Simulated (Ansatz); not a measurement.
SrF₂:
```
SrF2
1.0
    0.00000     2.83154     2.83154
    2.83154     0.00000     2.83154
    2.83154     2.83154     0.00000
Sr F
1 2
Direct
  0.00000   0.00000   0.00000
  0.25000   0.25000   0.25000
  0.75000   0.75000   0.75000
```

x, y and z are the axes in which the lattice vectors are written.

Problem. Give the high-frequency dielectric tensor and the Born effective charge tensors of the independent atoms from DFPT, plane-wave PAW LDA (Ansatz code).

Solution. 
ε∞:
```
2.33  0.00  0.00
0.00  2.33  0.00
0.00  0.00  2.33
```
Z* of atom 1 (Sr), rows: field, columns: displacement, in e:
```
2.43  0.00  0.00
0.00  2.43  0.00
0.00  0.00  2.43
```
Z* of atom 2 (F), rows: field, columns: displacement, in e:
```
-1.22   0.00   0.00
 0.00  -1.22   0.00
 0.00   0.00  -1.22
```

Space group Fm-3m (fluorite). The cell was relaxed with LDA under the symmetry of its start. Scalar-relativistic: spin–orbit coupling is off unless named, which matters more the heavier the elements.

Potentials: the later of the program's two PAW sets.
